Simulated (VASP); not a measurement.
# CaO (Fm-3m) in VASP: band structure with PBE

Aim: the band structure of CaO with PBE.

All numbers are computed with VASP 6.6.1; they aren't measurements. Logs are shortened: lines on timing, memory, paths and dates and some standing lists are left out, and cuts for length are marked.

### Step 1. Starting point

The structure is cubic, space group Fm-3m (No. 225). Conventional cell: a = 4.837 Å, b = 4.837 Å, c = 4.837 Å, α = 90.00°, β = 90.00°, γ = 90.00°. Ca (site symmetry m-3m) has 6 O at 2.42 Å as nearest neighbours. Around O (site symmetry m-3m) lie 6 Ca at 2.42 Å.

The cell was built by a generator and needn't be a form met in nature.

### Step 2. Band structure, PBE

Contents of INCAR:

```
SYSTEM = CaO
PREC = Accurate
ENCUT = 700
EDIFF = 1E-6
ISMEAR = 0
SIGMA = 0.02
LREAL = .FALSE.
LASPH = .TRUE.
NELM = 100
ALGO = Normal
ISIF = 2
LWAVE = .FALSE.
LCHARG = .FALSE.
GGA = PE
NBANDS = 15
```

Contents of KPOINTS:

```
Automatic mesh
0
G
  10 10 10
  0 0 0
```

Contents of POSCAR:

```
CaO                                     
1.0
   -0.0000000000      2.4185863855      2.4185863855
    2.4185863855     -0.0000000000      2.4185863855
    2.4185863855      2.4185863855      0.0000000000
  Ca              O             
     1     1
Direct
     0.0000000000000000    0.0000000000000000    0.0000000000000000
     0.5000000000000000    0.5000000000000000    0.5000000000000000
```

Contents of KPOINTS_OPT:

```
path GXWKGLUWLK,UX
10
line-mode
reciprocal
 0.0000000000  0.0000000000  0.0000000000  G
 0.5000000000  0.0000000000  0.5000000000  X

 0.5000000000  0.0000000000  0.5000000000  X
 0.5000000000  0.2500000000  0.7500000000  W

 0.5000000000  0.2500000000  0.7500000000  W
 0.3750000000  0.3750000000  0.7500000000  K

 0.3750000000  0.3750000000  0.7500000000  K
 0.0000000000  0.0000000000  0.0000000000  G

 0.0000000000  0.0000000000  0.0000000000  G
 0.5000000000  0.5000000000  0.5000000000  L

 0.5000000000  0.5000000000  0.5000000000  L
 0.6250000000  0.2500000000  0.6250000000  U

 0.6250000000  0.2500000000  0.6250000000  U
 0.5000000000  0.2500000000  0.7500000000  W

 0.5000000000  0.2500000000  0.7500000000  W
 0.5000000000  0.5000000000  0.5000000000  L

 0.5000000000  0.5000000000  0.5000000000  L
 0.3750000000  0.3750000000  0.7500000000  K

 0.6250000000  0.2500000000  0.6250000000  U
 0.5000000000  0.0000000000  0.5000000000  X
```

Potentials or basis: VASP PAW PBE potentials, release 64 (Ca_sv, O).

Started as:

```
$ cat potpaw_PBE.64/Ca_sv/POTCAR potpaw_PBE.64/O/POTCAR > POTCAR
$ mpirun -np 1 vasp_std > vasp.out
```

OUTCAR:

```text
SYSTEM = CaO
   PREC = Accurate
   ENCUT = 700
   EDIFF = 1E-6
   ISMEAR = 0
   LREAL = .FALSE.
   LASPH = .TRUE.
   NELM = 100
   ISIF = 2
   GGA = PE

 ion  position               nearest neighbor table
   1  0.000  0.000  0.000-   2 2.42   2 2.42   2 2.42   2 2.42   2 2.42   2 2.42
   2  0.500  0.500  0.500-   1 2.42   1 2.42   1 2.42   1 2.42   1 2.42   1 2.42

  LATTYP: Found a face centered cubic cell.
 ALAT       =     4.8371727710

  Lattice vectors:

 A1 = (   0.0000000000,   2.4185863855,   2.4185863855)
 A2 = (   2.4185863855,   0.0000000000,   2.4185863855)
 A3 = (   2.4185863855,   2.4185863855,   0.0000000000)

Analysis of symmetry for initial positions (statically):
=====================================================================
 Subroutine PRICEL returns:
 Original cell was already a primitive cell.

 Routine SETGRP: Setting up the symmetry group for a
 face centered cubic supercell.

 Subroutine GETGRP returns: Found 48 space group operations
 (whereof 48 operations were pure point group operations)
 out of a pool of 48 trial point group operations.

The static configuration has the point symmetry O_h .

Analysis of symmetry for dynamics (positions and initial velocities):
=====================================================================
 Subroutine PRICEL returns:
 Original cell was already a primitive cell.

 Routine SETGRP: Setting up the symmetry group for a
 face centered cubic supercell.

 Subroutine GETGRP returns: Found 48 space group operations
 (whereof 48 operations were pure point group operations)
 out of a pool of 48 trial point group operations.

The dynamic configuration has the point symmetry O_h .

 Subroutine INISYM returns: Found 48 space group operations
 (whereof 48 operations are pure point group operations),
 and found     1 'primitive' translations

----------------------------------------------------------------------------------------

                                     Primitive cell

  volume of cell :      28.2953

  direct lattice vectors                    reciprocal lattice vectors
     0.000000000  2.418586385  2.418586385    -0.206732331  0.206732331  0.206732331
     2.418586385  0.000000000  2.418586385     0.206732331 -0.206732331  0.206732331
     2.418586385  2.418586385  0.000000000     0.206732331  0.206732331 -0.206732331

  length of vectors
     3.420397668  3.420397668  3.420397668     0.358070900  0.358070900  0.358070900

  position of ions in fractional coordinates (direct lattice)
     0.000000000  0.000000000  0.000000000
     0.500000000  0.500000000  0.500000000

  ion indices of the primitive-cell ions
   primitive index   ion index
                 1           1
                 2           2

----------------------------------------------------------------------------------------

 KPOINTS: Automatic mesh

Automatic generation of k-mesh.
 Grid dimensions read from file:
 generate k-points for:   10   10   10

 Generating k-lattice:

  Cartesian coordinates                     Fractional coordinates (reciprocal lattice)
    -0.020673233  0.020673233  0.020673233     0.100000000  0.000000000  0.000000000
     0.020673233 -0.020673233  0.020673233     0.000000000  0.100000000  0.000000000
     0.020673233  0.020673233 -0.020673233     0.000000000  0.000000000  0.100000000

  Length of vectors
     0.035807090  0.035807090  0.035807090

  Shift w.r.t. Gamma in fractional coordinates (k-lattice)
     0.000000000  0.000000000  0.000000000

 Subroutine IBZKPT returns following result:
 ===========================================

 Found     47 irreducible k-points:

 Following reciprocal coordinates:
            Coordinates               Weight
  0.000000  0.000000  0.000000      1.000000
  0.100000  0.000000  0.000000      8.000000
  0.200000  0.000000  0.000000      8.000000
  0.300000  0.000000  0.000000      8.000000
  0.400000  0.000000  0.000000      8.000000
  0.500000  0.000000  0.000000      4.000000
[... 16 lines left out ...]
  0.300000  0.300000  0.000000      6.000000
  0.400000  0.300000  0.000000     24.000000
 [... further k-points ...]
   k-points           NKPTS =     47   k-points in BZ     NKDIM =     47   number of bands    NBANDS=     15
   number of dos      NEDOS =    301   number of ions     NIONS =      2
   total plane-waves  NPLWV =  27000
   dimension x,y,z NGX =    30 NGY =   30 NGZ =   30
   dimension x,y,z NGXF=    60 NGYF=   60 NGZF=   60
   ions per type =               1   1
   NGX,Y,Z   is equivalent  to a cutoff of  14.58, 14.58, 14.58 a.u.
   NGXF,Y,Z  is equivalent  to a cutoff of  29.16, 29.16, 29.16 a.u.
 SYSTEM =  CaO
   PREC   = accura    normal or accurate (medium, high low for compatibility)
   ISTART =      0    job   : 0-new  1-cont  2-samecut
   ICHARG =      2    charge: 1-file 2-atom 10-const
   ISPIN  =      1    spin polarized calculation?
   LNONCOLLINEAR =      F non collinear calculations
   LSORBIT =      F    spin-orbit coupling
   LASPH  =      T    aspherical Exc in radial PAW
   ENCUT  =  700.0 eV  51.45 Ry    7.17 a.u.   7.38  7.38  7.38*2*pi/ulx,y,z
   NELM   =    100;   NELMIN=  2; NELMDL= -5     # of ELM steps
   EDIFF  = 0.1E-05   stopping-criterion for ELM
   LREAL  =      F    real-space projection
   EDIFFG = 0.1E-04   stopping-criterion for IOM
   NSW    =      0    number of steps for IOM
   IBRION =     -1    ionic relax: 0-MD 1-quasi-New 2-CG
   NFREE  =      0    steps in history (QN), initial steepest desc. (CG)
   ISIF   =      2    stress and relaxation
   ISYM   =      2    0-nonsym 1-usesym 2-fastsym
   POTIM  = 0.5000    time-step for ionic-motion
   TEBEG  =    0.0;   TEEND  =   0.0 temperature during run
   PSTRESS=    0.0 pullay stress
   NELECT =      16.0000    total number of electrons
   NUPDOWN=      -1.0000    fix difference up-down
   EMIN   =  10.00;   EMAX   =-10.00  energy-range for DOS
   EFERMI =   0.00;   METHOD = LEGACY
   ISMEAR =     0;   SIGMA  =   0.02  broadening in eV -4-tet -1-fermi 0-gaus
   EFERMI_NEDOS =   21; number of points for ismear=-14 and -15
   IALGO  =     38    algorithm
   IMIX   =      4    mixing-type and parameters
     AMIX     =   0.40;   BMIX     =  1.00
     AMIX_MAG =   1.60;   BMIX_MAG =  1.00
  volume/ion in A,a.u.               =      14.15        95.47
  Fermi-wavevector in a.u.,A,eV,Ry     =   1.353765  2.558245 24.935114  1.832679
  Thomas-Fermi vector in A             =   2.480993
   LORBIT       =      0    0 simple, 1 ext, 2 COOP (PROOUT), +10 PAW based schemes
   GGA     = PE    functional components
   LHFCALC =     F    Hartree Fock is set to
   AEXX    =    0.0000 exact exchange contribution
   IVDW    =     0    specifies the selected vdW correction
   LEPSILON=     F    determine dielectric tensor
   LRPA    =     F    only Hartree local field effects (RPA)
 non-spin polarized calculation
 Gauss-broadening in eV      SIGMA  =   0.02
  energy-cutoff  :      700.00
  volume of cell :       28.30
 maximum number of plane-waves:      1243
 NGX is ok and might be reduce to    30
   NGX = 15   NGY = 15   NGZ = 15

 number of electron      15.9999999 magnetization

 Free energy of the ion-electron system (eV)
  ---------------------------------------------------
  ext. energy  EPLUGINS =         0.00000000
  ---------------------------------------------------
  free energy    TOTEN  =       -12.81033205 eV

  energy without entropy =      -12.81033205  energy(sigma->0) =      -12.81033205

 E-fermi :   2.4923     XC(G=0): -10.3820

 val. band max:        2.2394109273   @ k =   0.0000   0.0000   0.0000
 cond. band min:       5.8821441426   @ k =   0.5000   0.5000   0.0000
 fundamental gap:      3.6427332153
 Fermi energy:         2.4923101900

 k-point     1 :       0.0000    0.0000    0.0000
  band No.  band energies     occupation
      1     -35.4751      2.00000
      2     -16.2526      2.00000
      3     -16.2526      2.00000
      4     -16.2526      2.00000
      5     -13.2533      2.00000
      6       2.2394      2.00000
      7       2.2394      2.00000
      8       2.2394      2.00000
      9       6.8012      0.00000
     10       8.4190      0.00000
     11       8.4190      0.00000
     12       8.4190      0.00000
     13       9.8897      0.00000
     14       9.8897      0.00000
     15      17.1959      0.00000

 k-point     2 :       0.1000    0.0000    0.0000
  band No.  band energies     occupation
      1     -35.4662      2.00000
      2     -16.3800      2.00000
      3     -16.2575      2.00000
      4     -16.2575      2.00000
      5     -13.1184      2.00000
      6       1.8828      2.00000
      7       2.1052      2.00000
      8       2.1052      2.00000
      9       7.2567      0.00000
     10       8.3854      0.00000
     11       8.5859      0.00000
     12       8.5859      0.00000
     13      10.1221      0.00000
     14      10.1221      0.00000
     15      17.5786      0.00000

 k-point     3 :       0.2000    0.0000    0.0000
  band No.  band energies     occupation
      1     -35.4427      2.00000
      2     -16.6734      2.00000
      3     -16.2704      2.00000
      4     -16.2704      2.00000
      5     -12.8048      2.00000
      6       1.1240      2.00000
      7       1.7824      2.00000
      8       1.7824      2.00000
      9       8.2314      0.00000
     10       8.4688      0.00000
     11       9.0466      0.00000
     12       9.0466      0.00000
     13      10.7253      0.00000
     14      10.7253      0.00000
     15      18.1088      0.00000
[... 343 lines left out ...]
 k-point    23 :       0.3000    0.3000    0.0000
  band No.  band energies     occupation
      1     -35.3945      2.00000
      2     -16.7904      2.00000
      3     -16.3924      2.00000
      4     -16.3924      2.00000
      5     -12.7629      2.00000
      6       0.5256      2.00000
      7       1.8993      2.00000
      8       1.8993      2.00000
      9       6.5732      0.00000
     10       9.1628      0.00000
     11      10.5987      0.00000
     12      10.7036      0.00000
     13      10.7036      0.00000
     14      12.4805      0.00000
     15      19.1706      0.00000

 k-point    24 :       0.4000    0.3000    0.0000
  band No.  band energies     occupation
      1     -35.3762      2.00000
      2     -16.8493      2.00000
      3     -16.4390      2.00000
      4     -16.4139      2.00000
      5     -12.7616      2.00000
      6       0.5795      2.00000
      7       1.6910      2.00000
      8       1.7896      2.00000
      9       6.5375      0.00000
     10       9.7401      0.00000
     11      10.9081      0.00000
     12      10.9840      0.00000
     13      11.1233      0.00000
     14      12.8694      0.00000
     15      17.5576      0.00000

 [... further k-points ...]
[... 5 lines left out ...]
  --------------------------------------------------------------------------------------
  -------------------------------------------------------------------------------------
  Total       -0.0023112     -0.0023112     -0.0023112      0.0000000     -0.0000000     -0.0000000
  in kB       -0.1308703     -0.1308703     -0.1308703      0.0000000     -0.0000000     -0.0000000
  external PRESSURE =      -0.1308703 kB  Pullay stress =       0.0000000 kB

 VOLUME and BASIS-vectors are now :
 -----------------------------------------------------------------------------
  energy-cutoff  :      700.00
  volume of cell :       28.30
      direct lattice vectors                 reciprocal lattice vectors
     0.000000000  2.418586385  2.418586385    -0.206732331  0.206732331  0.206732331
     2.418586385  0.000000000  2.418586385     0.206732331 -0.206732331  0.206732331
     2.418586385  2.418586385  0.000000000     0.206732331  0.206732331 -0.206732331

 POSITION                                       TOTAL-FORCE (eV/Angst)
 -----------------------------------------------------------------------------------
      0.00000      0.00000      0.00000         0.000000      0.000000      0.000000
      2.41859      2.41859      2.41859        -0.000000     -0.000000     -0.000000
 -----------------------------------------------------------------------------------
    total drift:                                0.000000      0.000000      0.000000

  FREE ENERGIE OF THE ION-ELECTRON SYSTEM (eV)
  ---------------------------------------------------
  free  energy   TOTEN  =       -12.8103320473 eV

  energy  without entropy=      -12.8103320473  energy(sigma->0) =      -12.81033205
```

Run time: 72 s. Hardware: 1 thread of Intel Xeon Platinum 8488C (Sapphire Rapids), shared host; peak memory 0.21 GiB.

What came out:

```yaml
Free_energy: -12.8103 eV
Pressure: 0.0 GPa
Band_gap_on_the_k_mesh: 3.64 eV, indirect (least direct gap 4.02 eV)
Band_gap_along_the_path: 3.64 eV, indirect (least direct gap 4.02 eV)
```

Levels at the corners of the path, in eV from the valence-band top:
```csv
point,band 4,band 5,band 6,band 7,band 8,band 9,band 10,band 11,band 12,band 13
Γ,-18.49,-15.49,0.00,0.00,0.00,4.56,6.18,6.18,6.18,7.65
X,-18.70,-15.25,-1.31,-0.38,-0.38,3.64,7.90,8.79,9.41,9.41
X,-18.70,-15.25,-1.31,-0.38,-0.38,3.64,7.90,8.79,9.41,9.41
W,-18.88,-14.90,-1.26,-1.06,-1.06,6.26,6.26,8.26,9.41,9.83
W,-18.88,-14.90,-1.26,-1.06,-1.06,6.26,6.26,8.26,9.41,9.83
K,-18.65,-14.92,-1.32,-1.21,-0.77,5.10,7.90,8.42,8.93,9.60
K,-18.65,-14.92,-1.32,-1.21,-0.77,5.10,7.90,8.42,8.93,9.60
Γ,-18.49,-15.49,0.00,0.00,0.00,4.56,6.18,6.18,6.18,7.65
Γ,-18.49,-15.49,0.00,0.00,0.00,4.56,6.18,6.18,6.18,7.65
L,-18.54,-14.37,-2.59,-1.16,-1.16,6.96,8.25,8.25,8.36,10.26
L,-18.54,-14.37,-2.59,-1.16,-1.16,6.96,8.25,8.25,8.36,10.26
U,-18.65,-14.92,-1.32,-1.21,-0.77,5.10,7.90,8.42,8.93,9.60
U,-18.65,-14.92,-1.32,-1.21,-0.77,5.10,7.90,8.42,8.93,9.60
W,-18.88,-14.90,-1.26,-1.06,-1.06,6.26,6.26,8.26,9.41,9.83
W,-18.88,-14.90,-1.26,-1.06,-1.06,6.26,6.26,8.26,9.41,9.83
L,-18.54,-14.37,-2.59,-1.16,-1.16,6.96,8.25,8.25,8.36,10.26
L,-18.54,-14.37,-2.59,-1.16,-1.16,6.96,8.25,8.25,8.36,10.26
K,-18.65,-14.92,-1.32,-1.21,-0.77,5.10,7.90,8.42,8.93,9.60
U,-18.65,-14.92,-1.32,-1.21,-0.77,5.10,7.90,8.42,8.93,9.60
X,-18.70,-15.25,-1.31,-0.38,-0.38,3.64,7.90,8.79,9.41,9.41
```
